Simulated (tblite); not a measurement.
Compound: methyl methacrylate, C₅H₈O₂.
Bonds: C1–C2 (double), C2–C3, C2–C4, C4–O5 (double), C4–O6, O6–C7. Hydrogens: H8, H9 on C1; H10, H11, H12 on C3; H13, H14, H15 on C7.

Computed with GFN2-xTB (tblite), gas phase: Langevin dynamics at 400 K from the optimised GFN2-xTB geometry, time step 0.5 fs, friction 0.01 fs⁻¹, 2000 steps. Over the second half of the run the saved frames average 429 K.

The optimised geometry, where the run starts:
```
atom  x, y, z in Å
C1     -1.966    1.237   -0.380
C2     -1.071    0.257   -0.295
C3     -1.411   -1.198   -0.324
C4      0.364    0.629   -0.170
O5      0.774    1.760   -0.075
O6      1.159   -0.453   -0.182
C7      2.559   -0.242   -0.087
H8     -3.020    1.042   -0.477
H9     -1.652    2.266   -0.354
H10    -2.485   -1.335   -0.420
H11    -0.912   -1.683   -1.161
H12    -1.068   -1.682    0.588
H13     2.905   -0.597    0.885
H14     3.036   -0.815   -0.882
H15     2.784    0.821   -0.194
```

t = 50 fs, T = 252 K, E(pot) 0.476 eV above the start
```
atom  x, y, z in Å  |  force x, y, z in eV/Å
C1     -2.054    1.218   -0.540    2.030   0.915  -0.105
C2     -1.134    0.273   -0.371   -0.264  -1.373   0.654
C3     -1.505   -1.203   -0.360   -0.493  -0.159   1.445
C4      0.296    0.625   -0.126    0.655   2.492  -0.277
O5      0.704    1.792    0.005   -1.010  -2.004  -0.192
O6      1.115   -0.411   -0.112    1.595   0.321   0.350
C7      2.583   -0.128   -0.050   -1.343   0.292   0.710
H8     -3.089    1.074   -0.583   -0.877  -0.220  -0.227
H9     -1.619    2.214   -0.677   -0.636  -0.154   0.279
H10    -2.564   -1.363   -0.083    0.345   0.450  -0.189
H11    -1.397   -1.596   -1.342    0.323  -0.343  -0.755
H12    -0.956   -1.859    0.358    0.052   0.836  -0.619
H13     3.009   -0.543    0.861   -0.304  -0.469   0.062
H14     2.918   -0.658   -0.915    0.640   0.088  -0.446
H15     2.850    0.953    0.031   -0.713  -0.672  -0.689
```

t = 75 fs, T = 193 K, E(pot) 0.497 eV above the start
```
atom  x, y, z in Å  |  force x, y, z in eV/Å
C1     -2.012    1.226   -0.542   -1.388   0.406  -1.225
C2     -1.149    0.241   -0.390   -0.831  -0.941  -0.149
C3     -1.598   -1.195   -0.372    0.757  -0.653   1.812
C4      0.264    0.643   -0.184   -1.322   0.182   0.838
O5      0.523    1.818   -0.016    1.012  -0.801  -0.256
O6      1.049   -0.425   -0.103    1.084   0.999   0.039
C7      2.457   -0.103   -0.030   -0.591  -1.935   0.283
H8     -3.050    1.073   -0.936    1.054   0.183   0.919
H9     -1.616    2.220   -0.497   -0.254   0.365  -0.043
H10    -2.590   -1.358    0.093    0.335   0.552  -0.575
H11    -1.568   -1.678   -1.333    0.094  -0.051  -0.285
H12    -0.908   -1.727    0.341   -0.395   0.194  -0.894
H13     2.882   -0.500    0.891   -0.111  -0.515   0.104
H14     2.877   -0.632   -0.889    0.352   0.590   0.099
H15     2.580    0.934    0.077    0.203   1.425  -0.666
```

t = 175 fs, T = 260 K, E(pot) 0.428 eV above the start
```
atom  x, y, z in Å  |  force x, y, z in eV/Å
C1     -2.267    1.248   -0.322   -0.277  -0.650   0.282
C2     -1.317    0.298   -0.241   -2.710   0.400  -0.978
C3     -1.700   -1.090   -0.536   -0.643  -1.173   1.436
C4      0.049    0.703   -0.169    2.170  -0.364   0.711
O5      0.384    1.852   -0.036    0.564   0.074   0.009
O6      0.961   -0.354   -0.219   -1.536   0.476  -0.124
C7      2.300   -0.120    0.113    0.252   0.542   0.628
H8     -3.316    1.003   -0.556    0.815   0.204   0.353
H9     -2.014    2.244   -0.054   -0.022   0.651  -0.172
H10    -2.768   -1.300   -0.723    0.386   0.575   0.466
H11    -1.216   -1.363   -1.409    1.183  -0.849  -1.670
H12    -1.348   -1.747    0.283   -0.185   0.160  -0.414
H13     2.376   -0.066    1.230    0.205  -0.277  -0.733
H14     2.906   -0.926   -0.325   -0.275   0.249   0.309
H15     2.622    0.853   -0.269    0.073  -0.017  -0.102
```

t = 350 fs, T = 314 K, E(pot) 0.772 eV above the start
```
atom  x, y, z in Å  |  force x, y, z in eV/Å
C1     -2.211    1.165   -0.539    2.907  -1.105   0.817
C2     -1.317    0.159   -0.641    1.167   1.244  -0.285
C3     -1.601   -1.176   -1.266    0.966   0.171  -0.444
C4      0.092    0.566   -0.237    0.195  -1.499   0.033
O5      0.472    1.639    0.173   -0.559  -0.815  -0.415
O6      0.928   -0.549   -0.285   -0.045   1.399  -0.006
C7      2.158   -0.301    0.408   -0.335   2.340  -0.476
H8     -3.188    0.963   -0.713   -2.579  -0.028  -0.558
H9     -1.862    2.061   -0.064   -0.256   0.271  -0.149
H10    -2.648   -1.135   -1.438   -0.773  -0.286  -0.892
H11    -0.956   -1.457   -2.149   -0.869   1.013   0.488
H12    -1.436   -2.045   -0.670    0.254  -0.251   1.182
H13     2.844   -1.104    0.291    0.034  -0.885   0.170
H14     2.727    0.636   -0.053   -1.296  -1.445   0.950
H15     1.782   -0.078    1.435    1.190  -0.123  -0.414
```

t = 425 fs, T = 474 K, E(pot) 0.475 eV above the start
```
atom  x, y, z in Å  |  force x, y, z in eV/Å
C1     -2.057    1.299   -0.375   -0.316   1.961   0.945
C2     -1.306    0.265   -0.541    2.848  -1.449  -0.506
C3     -1.647   -1.014   -1.216   -0.889  -1.035   0.683
C4      0.148    0.450    0.009   -2.375   1.146  -0.210
O5      0.555    1.548    0.310    0.523  -0.477  -0.192
O6      0.702   -0.700    0.220   -0.470  -1.407  -0.411
C7      2.057   -0.775    0.549    0.119   1.165  -0.230
H8     -3.073    1.407   -0.599   -1.058  -0.072  -0.465
H9     -1.591    2.134    0.135   -0.225   0.133  -0.048
H10    -2.730   -1.121   -1.240   -0.299   0.304  -0.234
H11    -1.302   -1.217   -2.228    0.400   0.497   0.191
H12    -1.360   -1.855   -0.576    0.466   0.086  -0.145
H13     2.593   -0.631   -0.382    0.581   0.005  -0.155
H14     2.267    0.058    1.224    0.407  -0.252   0.221
H15     2.221   -1.752    0.930    0.287  -0.606   0.555
```

t = 900 fs
```
atom  x, y, z in Å
C1     -1.936    1.617    0.301
C2     -1.210    0.494    0.146
C3     -1.994   -0.816    0.016
C4      0.256    0.636    0.142
O5      0.922    1.652    0.075
O6      0.864   -0.628    0.019
C7      2.244   -0.420   -0.241
H8     -3.006    1.602    0.364
H9     -1.413    2.692    0.301
H10    -2.419   -0.933    0.982
H11    -2.762   -0.759   -0.773
H12    -1.368   -1.638   -0.290
H13     2.671    0.583    0.100
H14     2.880   -1.204    0.333
H15     2.591   -0.495   -1.262
```

**Question.** Estimate the potential energy and the forces of this last frame.

**Answer.** 0.874 eV above the start.

| atom | Fx (eV/Å) | Fy (eV/Å) | Fz (eV/Å) |
| --- | --- | --- | --- |
| C1 | 1.724 | 1.946 | -0.255 |
| C2 | -1.125 | 0.942 | 0.052 |
| C3 | 0.887 | 0.841 | -0.885 |
| C4 | 0.823 | -1.034 | -1.138 |
| O5 | -1.481 | -0.728 | 0.430 |
| O6 | 0.833 | 2.363 | -0.243 |
| C7 | 2.563 | -0.956 | 1.745 |
| H8 | -0.087 | 0.083 | -0.098 |
| H9 | -1.144 | -2.513 | 0.224 |
| H10 | -0.552 | -0.685 | 0.567 |
| H11 | 0.174 | 0.359 | 0.542 |
| H12 | 0.359 | -0.226 | 0.363 |
| H13 | -1.011 | -1.084 | -0.096 |
| H14 | -1.224 | 0.903 | -0.657 |
| H15 | -0.738 | -0.212 | -0.551 |

The bond farthest from its length at the start is C1–H9 (1.195 against 1.077 Å), and half the difference of its two atoms' forces along it is -2.63 eV/Å (positive lengthens). The largest atomic force is 3.24 eV/Å.

The cost below is that of the whole dynamics run. On one thread of an Arm Neoverse N1, shared host with 64 logical CPUs at a one-minute load of 54, this took 15 s of wall time and 0.18 GiB of memory at its peak.
